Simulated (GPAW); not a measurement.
Crystal: Ge.

```xyz
2
Lattice="-2.4959 2.6509 1.4369 2.4959 -2.6509 1.4369 2.4959 2.6509 -1.4369" Properties=species:S:1:pos:R:3 pbc="T T T"
Ge    0.0000    1.3254    0.1841
Ge    2.4959    1.3254    1.2529
```

This isn't the form of Ge at room conditions, which is diamond.

| Property | Result |
| --- | --- |
| Program | GPAW 26.7.0 |
| Task | relaxation of cell and atoms |
| Functional | revPBE |
| Dispersion | D3(op) |
| Potentials or basis | the program's PAW data sets (release 1.2.1) made for this functional |
| Cutoff | 600 eV |
| Basis | pw |
| k mesh | 8 × 8 × 8 |
| Occupations | fermi-dirac, width 0.05 eV |
| Spin | no spin polarisation |

At the start: pressure -2.6 GPa; volume 19.01 Å³/atom.

**Question.** How do energy, volume and symmetry change on relaxing?

**Answer.** Over 6 steps the energy falls by 6.7 meV/atom and the volume is 18.36 Å³/atom (-3.5 %); space group Imma (No. 74, to 0.05 Å).

Step by step:
```csv
step,energy change (eV),largest force (eV/Å),pressure (GPa),volume (Å³)
1,0.0000,0.0177,-2.60,38.03
2,-0.0039,0.0182,-2.16,37.78
3,-0.0126,0.0198,0.22,36.55
4,-0.0127,0.0193,0.12,36.60
5,-0.0133,0.0157,-0.13,36.72
6,-0.0134,0.0131,-0.10,36.72
```

Final structure:
```xyz
2
Lattice="-2.4490 2.6127 1.4346 2.4490 -2.6127 1.4346 2.4490 2.6127 -1.4346" Properties=species:S:1:pos:R:3 pbc="T T T"
Ge    0.0000    1.3064    0.1888
Ge    2.4490    1.3064    1.2457
```

Caveat: later steps reuse the first step's grids; pairwise dispersion overbinds metals, which lowers pressure and volume.
